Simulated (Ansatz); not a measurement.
An Ansatz input:

```yaml
crystal:
  lattice:
    - [2.4881347145, 0.0, 0.0]
    - [-1.2440673573, 2.1547878708, 0.0]
    - [0.0, 0.0, 4.0778042648]
  atoms:
    - { symbol: Ni, position: [0.3333333333, 0.6666666667, 0.25], spin: 0.688, spin_axis: [0, 0, 1] }
    - { symbol: Ni, position: [0.6666666667, 0.3333333333, 0.75], spin: 0.688, spin_axis: [0, 0, 1] }
hamiltonian:
  xc: pbe
  pseudopotentials:
    kind: paw_fr
    azcp:
      Ni: "pseudopotentials/Ni.paw.azcp"
basis:
  ecutwfc: 420
  fft_grid_basis: typed
kpoints:
  mp_grid: { grid: [14, 14, 8], shift: [0, 0, 0] }
magnetization:
  noncollinear: true
  spin_orbit: true
scf:
  occupations: { method: fermi_dirac, width: 0.05 }
```

Output

```
Engine: ansatz 0.2.0, x86_64-unknown-linux-gnu
Pseudopotentials: kind: paw_fr
Pseudopotential: Ni, paw_fr, valence charge 18, recommended cutoff 420 eV (normal) 
Functional definition: PBE
  parameter kappa = 0.804
  parameter beta = 0.06672455060314922
  exchange = pbe_x(kappa = kappa, mu = beta*pi^2/3)
  correlation = pbe_c(beta = beta)
Crystal: 2 atoms, lattice volume = 21.863 Å³
Basis set: ecut = 420 eV, 391 PW (Γ)
Bands: 44, of which v1, the nominal top of the filled ones, is band 36 counted from 1 (35 counted from 0)
Symmetry: 12 space group operations + 12 with time reversal
Magnetic group: BNS 194.270 (UNI 1500), of the structure as read, at distance tolerance 2.8e-5 Å
k-points: 120 of 1568 (time reversal used)
Projection manifold: j_resolved (fully-relativistic pseudo-atomic orbitals)
Non-local potential: Ni, projectors of the file, l = 0: 3, l = 1: 4, l = 2: 6, l = 3: 2
PAW form: soft (Blöchl's): semilocal exchange-correlation on the pseudo side does not see the compensation charge
PAW one-centre angular grid: Ni, 590 points (default); XC on 64 Gauss nodes
Initial density: superposition of atomic densities (chi_scale 0.1, normalization cell)
Starting moments: Σ|m| = 1.376 μB on 2 of 2 sites
Initial wavefunctions: pseudopotential atomic-orbital guess
Functional: x = pbe(κ = 0.804, μ = 0.2195149727645171), c = pbe(β = 0.06672455060314922)
iter 1 solved again at ethr=3.71e-4 eV; its pass at ethr=3.10e-3 eV (dr2=1.34e-1 eV) is discarded
SCF iter   1: F=—  HF=-11680.000778 eV  |F-HF|=—  |Δ(HF+E_count)|=         —  Δρ=3.41e-2  dr2=1.21e-1  dr2_m=1.42e-2  ethr=3.71e-4  |M|=1.20e0 ∫|m|=1.26e0 μB  |m|>n=0.0e0 m-floor=0.0e0 τ_xc=3.8e-16 mc-row=0.0e0  β_m=0.30  ⟨swp⟩=1.4  Hψ=31999  notcnv=0
SCF iter   2: F=—  HF=-11680.010141 eV  |F-HF|=—  |Δ(HF+E_count)|=   9.36e-3  Δρ=1.60e-2  dr2=2.80e-2  dr2_m=1.29e-2  ethr=3.37e-4  |M|=1.22e0 ∫|m|=1.29e0 μB  |m|>n=0.0e0 m-floor=0.0e0 τ_xc=2.8e-5 mc-row=0.0e0  β_m=0.30  ⟨swp⟩=2.9  Hψ=8394  notcnv=0
SCF iter   3: F=—  HF=-11680.014148 eV  |F-HF|=—  |Δ(HF+E_count)|=   4.01e-3  Δρ=1.36e-2  dr2=1.10e-2  dr2_m=9.30e-3  ethr=7.78e-5  |M|=1.22e0 ∫|m|=1.31e0 μB  |m|>n=0.0e0 m-floor=0.0e0 τ_xc=3.8e-5 mc-row=0.0e0  β_m=1.00  ⟨swp⟩=3.0  Hψ=8644  notcnv=0
SCF iter   4: F=—  HF=-11680.013772 eV  |F-HF|=—  |Δ(HF+E_count)|=   3.77e-4  Δρ=5.12e-3  dr2=3.82e-4  dr2_m=1.31e-3  ethr=3.05e-5  |M|=1.22e0 ∫|m|=1.35e0 μB  |m|>n=0.0e0 m-floor=0.0e0 τ_xc=3.2e-5 mc-row=0.0e0  β_m=1.00  ⟨swp⟩=2.0  Hψ=9732  notcnv=0  defer=4
SCF iter   5: F=—  HF=-11680.015343 eV  |F-HF|=—  |Δ(HF+E_count)|=   1.57e-3  Δρ=3.70e-3  dr2=1.66e-4  dr2_m=6.87e-4  ethr=1.06e-6  |M|=1.23e0 ∫|m|=1.38e0 μB  |m|>n=0.0e0 m-floor=0.0e0 τ_xc=4.3e-5 mc-row=0.0e0  β_m=1.00  ⟨swp⟩=2.0  Hψ=10597  notcnv=0  defer=34
SCF iter   6: F=—  HF=-11680.016945 eV  |F-HF|=—  |Δ(HF+E_count)|=   1.60e-3  Δρ=2.58e-3  dr2=2.09e-4  dr2_m=3.34e-4  ethr=4.60e-7  |M|=1.24e0 ∫|m|=1.40e0 μB  |m|>n=0.0e0 m-floor=0.0e0 τ_xc=5.0e-5 mc-row=0.0e0  β_m=1.00  ⟨swp⟩=2.0  Hψ=7593  notcnv=0  defer=34
SCF iter   7: F=—  HF=-11680.018277 eV  |F-HF|=—  |Δ(HF+E_count)|=   1.33e-3  Δρ=2.04e-3  dr2=1.04e-4  dr2_m=2.08e-4  ethr=4.60e-7  |M|=1.25e0 ∫|m|=1.41e0 μB  |m|>n=0.0e0 m-floor=0.0e0 τ_xc=5.4e-5 mc-row=0.0e0  β_m=1.00  ⟨swp⟩=2.0  Hψ=6517  notcnv=0  defer=34
SCF iter   8: F=—  HF=-11680.019260 eV  |F-HF|=—  |Δ(HF+E_count)|=   9.83e-4  Δρ=1.74e-3  dr2=4.34e-5  dr2_m=1.51e-4  ethr=2.88e-7  |M|=1.26e0 ∫|m|=1.42e0 μB  |m|>n=0.0e0 m-floor=0.0e0 τ_xc=5.8e-5 mc-row=0.0e0  β_m=1.00  ⟨swp⟩=2.1  Hψ=7825  notcnv=0  defer=34
SCF iter   9: F=—  HF=-11680.019962 eV  |F-HF|=—  |Δ(HF+E_count)|=   7.02e-4  Δρ=1.47e-3  dr2=1.50e-6  dr2_m=1.08e-4  ethr=1.21e-7  |M|=1.27e0 ∫|m|=1.43e0 μB  |m|>n=0.0e0 m-floor=0.0e0 τ_xc=6.1e-5 mc-row=0.0e0  β_m=1.00  ⟨swp⟩=2.0  Hψ=9164  notcnv=0  defer=34
SCF iter  10: F=—  HF=-11680.020442 eV  |F-HF|=—  |Δ(HF+E_count)|=   4.80e-4  Δρ=1.38e-3  dr2=3.94e-6  dr2_m=9.56e-5  ethr=4.17e-9  |M|=1.28e0 ∫|m|=1.44e0 μB  |m|>n=0.0e0 m-floor=0.0e0 τ_xc=6.3e-5 mc-row=0.0e0  β_m=0.30  ⟨swp⟩=2.0  Hψ=9712  notcnv=0  defer=34
Mixer restart at iter 10: flushing history
spin-set hold released at iteration 10 (site moments contracting): the magnetisation degrees of freedom join the quasi-Newton model from the next iteration; the mixer history was flushed
SCF iter  11: F=—  HF=-11680.020952 eV  |F-HF|=—  |Δ(HF+E_count)|=   5.11e-4  Δρ=2.02e-3  dr2=1.05e-6  dr2_m=2.04e-4  ethr=4.17e-9  |M|=1.28e0 ∫|m|=1.44e0 μB  |m|>n=0.0e0 m-floor=0.0e0 τ_xc=6.5e-5 mc-row=0.0e0  β_m=0.41  ⟨swp⟩=2.0  Hψ=9587  notcnv=0  defer=34
SCF iter  12: F=—  HF=-11680.021591 eV  |F-HF|=—  |Δ(HF+E_count)|=   6.39e-4  Δρ=2.48e-3  dr2=4.67e-5  dr2_m=3.09e-4  ethr=2.91e-9  |M|=1.30e0 ∫|m|=1.47e0 μB  |m|>n=0.0e0 m-floor=0.0e0 τ_xc=7.1e-5 mc-row=0.0e0  β_m=0.81  ⟨swp⟩=3.0  Hψ=13724  notcnv=0  defer=34
SCF iter  13: F=—  HF=-11680.022243 eV  |F-HF|=—  |Δ(HF+E_count)|=   6.52e-4  Δρ=4.68e-3  dr2=2.60e-3  dr2_m=1.63e-5  ethr=2.91e-9  |M|=1.31e0 ∫|m|=1.48e0 μB  |m|>n=0.0e0 m-floor=0.0e0 τ_xc=8.0e-5 mc-row=0.0e0  β_m=0.34  ⟨swp⟩=3.8  Hψ=15307  notcnv=0  defer=34  recentre
SCF iter  14: F=—  HF=-11680.021676 eV  |F-HF|=—  |Δ(HF+E_count)|=   5.67e-4  Δρ=4.94e-4  dr2=1.78e-6  dr2_m=1.22e-5  ethr=2.91e-9  |M|=1.31e0 ∫|m|=1.48e0 μB  |m|>n=0.0e0 m-floor=0.0e0 τ_xc=7.7e-5 mc-row=0.0e0  β_m=0.64  ⟨swp⟩=3.4  Hψ=14784  notcnv=0  defer=34
SCF iter  15: F=—  HF=-11680.021716 eV  |F-HF|=—  |Δ(HF+E_count)|=   4.02e-5  Δρ=7.34e-5  dr2=7.95e-8  dr2_m=2.71e-7  ethr=2.78e-10  |M|=1.32e0 ∫|m|=1.49e0 μB  |m|>n=0.0e0 m-floor=0.0e0 τ_xc=8.1e-5 mc-row=0.0e0  β_m=0.82  ⟨swp⟩=2.0  Hψ=19881  notcnv=0
SCF iter  16: F=—  HF=-11680.021716 eV  |F-HF|=—  |Δ(HF+E_count)|=   1.18e-7  Δρ=1.24e-5  dr2=5.58e-9  dr2_m=7.81e-9  ethr=2.21e-10  |M|=1.32e0 ∫|m|=1.49e0 μB  |m|>n=0.0e0 m-floor=0.0e0 τ_xc=8.0e-5 mc-row=0.0e0  β_m=0.91  ⟨swp⟩=2.9  Hψ=10792  notcnv=0
SCF iter  17: F=-11680.021716 eV  HF=-11680.021716 eV  |F-HF|=1.06e-9  |Δ(HF+E_count)|=   1.15e-8  Δρ=4.66e-6  dr2=1.40e-9  dr2_m=3.84e-10  ethr=1.55e-11  |M|=1.32e0 ∫|m|=1.49e0 μB  |m|>n=0.0e0 m-floor=0.0e0 τ_xc=8.0e-5 mc-row=0.0e0  ⟨swp⟩=3.0  Hψ=14274  notcnv=0
SCF 1 converged in 17 iterations: F = -11680.021716 eV  dr2 = 1.40e-9
SCF converged after 17 iterations
Magnetization: |M| = 1.3216 μB,  M = (-0.0000, -0.0000, +1.3216) μB
Absolute magnetization: 1.4919 μB (∫|m|, with the PAW one-centre terms)
  site 0: m = (+0.0000, -0.0000, +0.6974) μB, |m| = 0.6974 μB  (R = 1.03 Å)
  site 1: m = (+0.0000, -0.0000, +0.6974) μB, |m| = 0.6974 μB  (R = 1.03 Å)
Free energy (F): -11680.021716 eV
Harris-Foulkes:  -11680.021716 eV  (|F-HF|=1.06e-9)
Internal energy: -11679.984663 eV  (E = F + TS)
E sigma→0 (E₀):  -11680.003189 eV
Entropy (-TS):   -0.037054 eV (-18.527 meV/atom)
Fermi energy:    18.101963 eV
--- Per-component energies (eV) ---
  E_band       = -572.091550
  E_kinetic    = 563.973763
  E_local      = -6889.911664  (includes V_loc(G=0)·N_el)
  E_nonlocal   = 1270.756943
  E_hartree    = 2875.778543
  E_xc         = -169.506143
  E_vxc        = -218.572110  (∫ρ·V_xc dr)
  E_paw        = -3259.602305  (= ΣΔE_a)
  E_vpaw       = -1049.899697  (= ΣTr[D̂ρ^β])
  E_aug_tail   = 0.001049  (compensation charges beyond the density's cutoff)
  E_ewald      = -6071.474848
  E_smearing   = -0.037054  (= −TS)
  E_closure    = 0.000000  (closes the sum)
  Σ components = -11680.021716   (vs F -11680.021716, Δ=0.00e0)
```
